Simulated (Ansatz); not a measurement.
# Relaxing an invented ZnSe structure

Level of theory: DFT PBE, scalar-relativistic, plane waves, PAW (Ansatz). Cutoff 420 eV, Gaussian smearing, Γ-centred meshes. Cell and atoms relax first on a coarse mesh and then on a finer one. In between, the cell is made exact in the group found at 0.06 Å. In metals the finer mesh still leaves noise of several meV/atom or more. The steps can't lower the symmetry of their start. No spin polarisation.

The guess for ZnSe was made by a generator: random cell by space group and Wyckoff sites (P-6m2, No. 187). Lengths were set from tabulated atomic sizes, so they are only a guess.

```cif
data_structure
_symmetry_space_group_name_H-M 'P 1'
_symmetry_Int_Tables_number 1
_cell_length_a 4.5230
_cell_length_b 4.5230
_cell_length_c 8.8088
_cell_angle_alpha 90.000
_cell_angle_beta 90.000
_cell_angle_gamma 120.000
_cell_volume 156.07
loop_
_atom_site_label
_atom_site_type_symbol
_atom_site_fract_x
_atom_site_fract_y
_atom_site_fract_z
_atom_site_occupancy
Zn1 Zn 0.66667 0.33333 0.23070 1
Zn2 Zn 0.66667 0.33333 0.76930 1
Zn3 Zn 0.33333 0.66667 0.50000 1
Se1 Se 0.00000 0.00000 0.17080 1
Se2 Se 0.00000 0.00000 0.82920 1
Se3 Se 0.66667 0.33333 0.00000 1
```

The zero of energy is the elements' standard structures at the same level; no fitted shifts are applied.

**Question.** Where does the relaxation end?

**Answer.** The symmetry stays P-6m2 (No. 187). The volume per atom shrinks by 12.5 %, from 26.0 to 22.8 Å³. The shortest distance goes from 2.03 Å (Zn–Se) to 2.36 Å (Zn–Se). The ratio c/a of the conventional cell changes by a factor of 1.45. The energy falls by about 0.96 eV/atom (the start's value is from the coarse mesh). The end is written in a standard setting, so origin, axes and order of atoms can differ from the start's. Conventional cell: a = 3.825 Å, c = 10.779 Å. Around Zn on a site of symmetry 3m lie 1 Se at 2.36 Å and 3 Se at 2.53 Å; Zn on a site of symmetry -6m2 is surrounded by 6 Se at 2.85 Å; Se on a site of symmetry 3m has 3 Zn at 2.53 Å and 3 Zn at 2.85 Å; around Se on a site of symmetry -6m2 lie 2 Zn at 2.36 Å.

```
Zn Se
1.0
     3.82492    0.00000    0.00000
    -1.91246    3.31248    0.00000
     0.00000    0.00000   10.77911
Zn Se
3 3
Direct
  0.66667 0.33333 0.21888
  0.66667 0.33333 0.78112
  0.33333 0.66667 0.50000
  0.00000 0.00000 0.33318
  0.00000 0.00000 0.66682
  0.66667 0.33333 0.00000
```

**Question.** Give its energy and gap.

**Answer.**

| Quantity | Value |
| --- | --- |
| Formation energy | −0.21 eV/atom |
| Gap on the 12×12×4 mesh of the 6-atom cell | 0 eV (a metal) |

The last run used Gaussian smearing of 0.10 eV. The cell is a metal run without spin; a magnetic state may lie lower. The reference form of Se is held partly by dispersion forces, which this level lacks. A structure relaxed within its symmetry needn't be a true minimum. Another cell of ZnSe relaxed alike, in F-43m (a cell as deposited in COD), lies 0.50 eV/atom lower, so this cell isn't the stable form at this level.
